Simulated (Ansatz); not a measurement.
A run of Ansatz 0.2.0 is set up as follows.

File input.yaml:

```yaml
crystal:
  lattice:
    - [-1.5821724, 1.58498199, 1.58465529]
    - [1.60291519, -1.57977957, 1.60019566]
    - [1.56748235, 1.56508952, -1.57945287]
  atoms:
    - { symbol: Pt, position: [0.0, 0.0, 0.0] }
hamiltonian:
  xc: pbe
  pseudopotentials: { kind: paw }
kpoints:
  mp_grid: { grid: [12, 12, 12] }
scf:
  occupations: { method: fermi_dirac, width: 0.05 }
output:
  forces: true
  stress: true
  eigenvalues: true
```

Potentials or basis: Ansatz PAW.

The run is started by

```console
$ ansatz run input.yaml --threads 2 --pin off --max-ram 5632MiB --backend cpu --events-out ev --progress --plain --runs-dir out
```

(1) What does it give for the pressure?

(2) Estimate the band gap on the k mesh.

Results:

(1) -1.2 GPa.

(2) none (metal or under the smearing width).
